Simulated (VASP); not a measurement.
# BN (P6_3/mmc) in VASP: further runs, part 2 of 2

VASP 6.6.1. Earlier steps stand in the parts before.

## Step 3: Relaxation of cell and atoms, PBE+D3(BJ)

Input file INCAR:

```
PREC = Accurate
ENCUT = 520
EDIFF = 1E-7
ISMEAR = 0
SIGMA = 0.02
LREAL = F
LASPH = T
NELM = 100
ALGO = Fast
ISIF = 3
LWAVE = F
LCHARG = F
GGA = PE
IVDW = 12
IBRION = 2
NSW = 80
EDIFFG = -0.002
KPAR = 4
```

Input file KPOINTS:

```
regular mesh
0
Gamma
  15 15 6
```

Input file POSCAR:

```
BN                                      
1.0
    2.5068135169     -0.0000000000      0.0000000000
   -1.2534067585      2.1709641834     -0.0000000000
   -0.0000000000     -0.0000000000      6.5855237913
  B               N             
     2     2
Direct
     0.3333333300000021    0.6666666699999979    0.2500000000000000
     0.6666666699999979    0.3333333300000021    0.7500000000000000
     0.3333333300000021    0.6666666699999979    0.7500000000000000
     0.6666666699999979    0.3333333300000021    0.2500000000000000
```

Potentials or basis: VASP PAW PBE potentials, release 64 (B, N).

Launch:

```console
cat potpaw_PBE.64/B/POTCAR potpaw_PBE.64/N/POTCAR > POTCAR
mpirun -np 4 vasp_std > vasp.out
```

OUTCAR:

```text
PREC = Accurate
   ENCUT = 520
   EDIFF = 1E-7
   ISMEAR = 0
   LREAL = F
   LASPH = T
   NELM = 100
   ISIF = 3
   GGA = PE
   IVDW = 12
   IBRION = 2
   NSW = 80
   EDIFFG = -0.002
 IVDW          = 12

 ion  position               nearest neighbor table
   1  0.333  0.667  0.250-   4 1.45   4 1.45   4 1.45
   2  0.667  0.333  0.750-   3 1.45   3 1.45   3 1.45
   3  0.333  0.667  0.750-   2 1.45   2 1.45   2 1.45
   4  0.667  0.333  0.250-   1 1.45   1 1.45   1 1.45

  LATTYP: Found a hexagonal cell.
 ALAT       =     2.5068135169
 C/A-ratio  =     2.6270497374

  Lattice vectors:

 A1 = (   2.5068135169,   0.0000000000,   0.0000000000)
 A2 = (  -1.2534067585,   2.1709641834,   0.0000000000)
 A3 = (   0.0000000000,   0.0000000000,   6.5855237913)

Analysis of symmetry for initial positions (statically):
=====================================================================
 Subroutine PRICEL returns:
 Original cell was already a primitive cell.

 Routine SETGRP: Setting up the symmetry group for a
 hexagonal supercell.

 Subroutine GETGRP returns: Found 24 space group operations
 (whereof 12 operations were pure point group operations)
 out of a pool of 24 trial point group operations.

The static configuration has the point symmetry D_3d.
 The point group associated with its full space group is D_6h.

Analysis of symmetry for dynamics (positions and initial velocities):
=====================================================================
 Subroutine PRICEL returns:
 Original cell was already a primitive cell.

 Routine SETGRP: Setting up the symmetry group for a
 hexagonal supercell.

 Subroutine GETGRP returns: Found 24 space group operations
 (whereof 12 operations were pure point group operations)
 out of a pool of 24 trial point group operations.

The dynamic configuration has the point symmetry D_3d.
 The point group associated with its full space group is D_6h.

 Subroutine INISYM returns: Found 24 space group operations
 (whereof 12 operations are pure point group operations),
 and found     1 'primitive' translations

[... 135 lines left out ...]
 maximum number of plane-waves:       985
 NGX is ok and might be reduce to    20
   NGX =  9   NGY =  9   NGZ = 25

 number of electron      15.9999997 magnetization

 Free energy of the ion-electron system (eV)
  ---------------------------------------------------
  ext. energy  EPLUGINS =         0.00000000
  ---------------------------------------------------
  free energy    TOTEN  =       -35.14859241 eV

  energy without entropy =      -35.14859241  energy(sigma->0) =      -35.14859241

 E-fermi :   2.5287     XC(G=0): -10.1178

 val. band max:        2.3610479511   @ k =   0.3333   0.2667   0.0000
 cond. band min:       6.6299917534   @ k =   0.4667   0.0667   0.0000
 fundamental gap:      4.2689438023
 Fermi energy:         2.5286940632

 k-point     1 :       0.0000    0.0000    0.0000
  band No.  band energies     occupation
      1     -15.4619      2.00000
      2     -15.1480      2.00000
      3      -3.9080      2.00000
      4      -1.6933      2.00000
      5       0.9910      2.00000
      6       0.9910      2.00000
      7       1.0317      2.00000
      8       1.0317      2.00000
      9       7.6395      0.00000
     10      12.7277      0.00000
     11      13.8569      0.00000
     12      13.9000      0.00000
[... 331 lines left out ...]
 k-point    24 :       0.4000    0.2000    0.0000
  band No.  band energies     occupation
      1     -11.9253      2.00000
      2     -11.8654      2.00000
      3      -6.1210      2.00000
      4      -6.0294      2.00000
      5      -3.6096      2.00000
      6      -3.5276      2.00000
      7       1.4773      2.00000
      8       2.2572      2.00000
      9       6.9045      0.00000
     10       7.7210      0.00000
     11      14.0674      0.00000
     12      14.9510      0.00000

 [... further k-points ...]

------------------------ aborting loop because EDIFF is reached ----------------------------------------

 Edisp (eV)   -0.56903

 E8    (eV) :    -0.1668

  FORCE on cell =-STRESS in cart. coord.  units (eV):
  Direction    XX          YY          ZZ          XY          YZ          ZX
  --------------------------------------------------------------------------------------
  -------------------------------------------------------------------------------------
  Total      -0.00036    -0.00036    -0.00335     0.00000     0.00000     0.00000
  in kB      -0.01607    -0.01607    -0.14987     0.00000     0.00000     0.00000
  external pressure =       -0.06 kB  Pullay stress =        0.00 kB

 VOLUME and BASIS-vectors are now :
 -----------------------------------------------------------------------------
  energy-cutoff  :      520.00
  volume of cell :       35.84
      direct lattice vectors                 reciprocal lattice vectors
     2.506813517  0.000000000  0.000000000     0.398912800  0.230312413  0.000000000
    -1.253406758  2.170964183  0.000000000     0.000000000  0.460624826  0.000000000
     0.000000000  0.000000000  6.585523791     0.000000000  0.000000000  0.151848210

 POSITION                                       TOTAL-FORCE (eV/Angst)
 -----------------------------------------------------------------------------------
     -0.00000      1.44731      1.64638         0.000000     -0.000000      0.000000
      1.25341      0.72365      4.93914        -0.000000      0.000000      0.000000
     -0.00000      1.44731      4.93914        -0.000000     -0.000000      0.000000
      1.25341      0.72365      1.64638        -0.000000      0.000000      0.000000
 -----------------------------------------------------------------------------------
    total drift:                               -0.000002      0.000001      0.000000

  FREE ENERGIE OF THE ION-ELECTRON SYSTEM (eV)
  ---------------------------------------------------
  free  energy   TOTEN  =       -35.7176244958 eV

  energy  without entropy=      -35.7176244958  energy(sigma->0) =      -35.71762450

 reached required accuracy - stopping structural energy minimisation
```

Wall time 7.4 s (4 MPI ranks of Intel Xeon 6975P-C (Granite Rapids), shared host); peak memory 0.18 GiB.

Results:

| Quantity | Value |
| --- | --- |
| Free energy | -35.7176 eV |
| Pressure after relaxing | 0.0 GPa |
| Band gap on the k mesh | 4.27 eV, indirect (least direct gap 4.63 eV) |
| Dispersion energy per atom | -0.142 eV |

Final structure:
```cif
data_structure
_symmetry_space_group_name_H-M 'P 1'
_symmetry_Int_Tables_number 1
_cell_length_a 2.5068
_cell_length_b 2.5068
_cell_length_c 6.5855
_cell_angle_alpha 90.000
_cell_angle_beta 90.000
_cell_angle_gamma 120.000
_cell_volume 35.84
loop_
_atom_site_label
_atom_site_type_symbol
_atom_site_fract_x
_atom_site_fract_y
_atom_site_fract_z
_atom_site_occupancy
B1 B 0.33333 0.66667 0.25000 1
B2 B 0.66667 0.33333 0.75000 1
N1 N 0.33333 0.66667 0.75000 1
N2 N 0.66667 0.33333 0.25000 1
```

Levels at points of the mesh, in eV from the valence-band top:
```
           k point  band 4  band 5  band 6  band 7  band 8  band 9  band 10  band 11  band 12
(0.00, 0.00, 0.00)   -4.05   -1.37   -1.37   -1.33   -1.33    5.28    10.37    11.50    11.54
(0.00, 0.00, 0.50)   -5.29   -1.35   -1.35   -1.35   -1.35    7.69     7.69    11.55    11.55
```

Caveat: the relaxation stopped at its first step, so nothing moved; an odd mesh through Γ misses points on the zone boundary, where band edges often lie. A hybrid or GW would open this gap; PBE tends to underestimate it.
